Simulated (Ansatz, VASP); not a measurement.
**LiCl: VASP beside Ansatz**

```xyz
8
Lattice="6.6376 0.0000 0.0000 0.0000 6.6376 0.0000 0.0000 0.0000 3.5410" Properties=species:S:1:pos:R:3 pbc="T T T"
Li    4.3919    4.3919    1.7705
Li    1.0731    5.5645    0.8853
Li    2.2457    2.2457    0.0000
Li    5.5645    1.0731    2.6558
Cl    5.4999    5.4999    0.0000
Cl    2.1811    4.4564    2.6558
Cl    1.1376    1.1376    1.7705
Cl    4.4564    2.1811    0.8853
```

Alike in both runs: functional PBE; k mesh 4 × 4 × 6; occupations gaussian, width 0.02 eV; no spin polarisation.

Ansatz relaxed the structure, and its values are those at the end. VASP's run is a single point on that final structure, the one shown.

```csv
,VASP,Ansatz
version,VASP 6.6.1,Ansatz 0.2.0
potentials or method,"VASP PAW PBE potentials, release 64 (Li_sv, Cl)","scalar-relativistic, plane waves, PAW"
plane-wave cutoff (eV),520,420
valence electrons in the cell,40,40
```

Ansatz gave:

```
gap on the k mesh at the Fermi level (eV) : 5.87
least direct gap on the mesh (eV)         : 5.93
rms of the force components (eV/Å)        : 0.004
```

**Question.** Which values does VASP return?

**Answer.** gap on the k mesh at the Fermi level (eV): 5.88; least direct gap on the mesh (eV): 5.94; rms of the force components (eV/Å): 0.004.

 As with any semilocal functional, this PBE gap is likely too small. A k mesh can miss the band edges.
